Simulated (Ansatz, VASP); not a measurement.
Given: the input of a run of VASP 6.6.1 on V. 

Contents of INCAR:

```
SYSTEM = V
ALGO = Fast ; EDIFF = 1E-7
EDIFFG = -0.01 ; ENCUT = 600
GGA = RP ; IBRION = 2
ISIF = 3 ; ISMEAR = -1
ISPIN = 2 ; IVDW = 13
LASPH = .TRUE. ; LCHARG = .FALSE.
LMAXMIX = 4 ; LORBIT = 11
LREAL = .FALSE. ; LWAVE = .FALSE.
MAGMOM = 2 ; NELM = 150
NSW = 40 ; PREC = Accurate
SIGMA = 0.05
```

File KPOINTS:

```
k-points
0
G
  12 12 12
  0 0 0
```

File POSCAR:

```
V
1.0
   -1.5143500000      1.5143500000      1.5143500000
    1.5143500000     -1.5143500000      1.5143500000
    1.5143500000      1.5143500000     -1.5143500000
V
1
Direct
    0.0000000000      0.0000000000      0.0000000000
```

Potentials or basis: VASP PAW PBE potentials, release 64 (V_sv).

Run with:

```bash
$ cat potpaw_PBE.64/V_sv/POTCAR > POTCAR
$ mpirun -np 1 vasp_std > vasp.out
```

Problem. What does the same run look like in Ansatz 0.2.0? Potentials or basis there: Ansatz PAW, cutoff 420 eV.

Solution. As run (cutoffs and basis follow the program's own potentials, and thresholds, step limits or extra output files can differ):

File input.yaml:

```yaml
crystal:
  lattice:
    - [-1.51435, 1.51435, 1.51435]
    - [1.51435, -1.51435, 1.51435]
    - [1.51435, 1.51435, -1.51435]
  atoms:
    - { symbol: V, position: [0.0, 0.0, 0.0], spin: 2.0 }
hamiltonian:
  xc: rpbe
  pseudopotentials: { kind: paw }
  dispersion: d4
magnetization:
  spin_polarized: true
kpoints:
  mp_grid: { grid: [12, 12, 12] }
scf:
  occupations: { method: fermi_dirac, width: 0.05 }
output:
  forces: true
  stress: true
relax:
  f_tol: 0.01
  max_steps: 40
  cell: { stress_tol: 0.05 }
```

Potentials or basis: Ansatz PAW.

Run with:

```bash
$ ansatz run input.yaml --threads 2 --pin off --max-ram 5632MiB --backend cpu --events-out ev --progress --plain --runs-dir out
```

Both were run:

|  | VASP | Ansatz |
| --- | --- | --- |
| Relaxed volume | 13.28 Å³/atom | 13.26 Å³/atom |
| Relaxed cell | a = 2.584 Å, b = 2.584 Å, c = 2.584 Å, α = 109.47°, β = 109.47°, γ = 109.47° | a = 2.582 Å, b = 2.582 Å, c = 2.582 Å, α = 109.47°, β = 109.47°, γ = 109.47° |
| Space group after relaxing | Im-3m (No. 229) | Im-3m (No. 229) |
| Pressure after relaxing | -0.1 GPa | 0.0 GPa |
| Net moment | 0.00 μB per cell | 0.00 μB per cell |

Ansatz's pressure holds a Pulay term of +0.14 GPa for its cutoff of 420 eV, which the other run lacks.

VASP's potentials were made for PBE. Ansatz's potentials were made for PBE.

Where Ansatz's input types no cutoff or centring, it takes its own default and a Γ-centred mesh.

The magnetic state is the one that the start led to; the real crystal's order can differ.

Pressure is positive in compression.
